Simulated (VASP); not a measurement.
Si2Mo: single point with revPBE+U

Si2Mo:

```xyz
3
Lattice="-1.5784 1.5784 3.8774 1.5784 -1.5784 3.8774 1.5784 1.5784 -3.8774" Properties=species:S:1:pos:R:3 pbc="T T T"
Mo    0.0000    0.0000    0.0000
Si    0.0000    0.0000    5.1724
Si    0.0000    0.0000    2.5823
```

The cell isn't the ideal one: volume scaled by 0.96.

```yaml
Program: VASP 6.6.1
Task: single point
Functional: revPBE
Potentials_or_basis: VASP PAW PBE potentials, release 64 (Mo_sv, Si)
Cutoff: 520 eV
k_mesh: 12 × 12 × 12
Occupations: fermi-dirac, width 0.01 eV
Spin: no spin polarisation
Hubbard_terms: Mo d U = 4.0 eV
```

- Pressure: 16.5 GPa
- Largest force: 0.351 eV/Å
- Band gap on the k mesh: none (metal or under the smearing width)

Forces on the atoms (eV/Å):
```
Mo   0.000  0.000  0.000
Si   0.000  0.000 -0.351
Si   0.000  0.000  0.351
```

Stress tensor (GPa, compression positive):
```
16.54  0.00  0.00
 0.00 16.54  0.00
 0.00  0.00 16.33
```

Levels at points of the mesh, in eV from the Fermi level:
| k point | band 9 | band 10 | band 11 | band 12 | band 13 | band 14 |
| --- | --- | --- | --- | --- | --- | --- |
| (0.00, 0.00, 0.00) | -2.76 | -2.67 | 0.32 | 2.95 | 3.39 | 3.79 |
| (0.50, 0.00, 0.00) | -2.69 | -2.50 | -0.59 | 2.96 | 3.14 | 4.39 |
| (0.50, 0.50, 0.00) | -4.55 | -3.23 | -1.14 | 3.20 | 3.22 | 3.23 |
| (0.50, 0.50, 0.50) | -0.63 | -0.63 | -0.48 | -0.48 | 0.46 | 4.85 |

Eigenvalues of the final occupation matrices:
| site | spin | trace | eigenvalues |
| --- | --- | --- | --- |
| site 1 d | 1 | 2.13 | 0.29 0.36 0.48 0.48 0.51 |
| site 1 d | 2 | 2.13 | 0.29 0.36 0.48 0.48 0.51 |

Wall time 63 s on 1 thread of Intel(R) Xeon(R) 6975P-C (Granite Rapids), on a shared host, peak memory 0.27 GiB.

Caveat: the PAW data sets were made with another functional, which shifts forces and pressure a little; U without spin polarisation on a metal has little footing; the U is typed as a test and isn't derived for this compound.
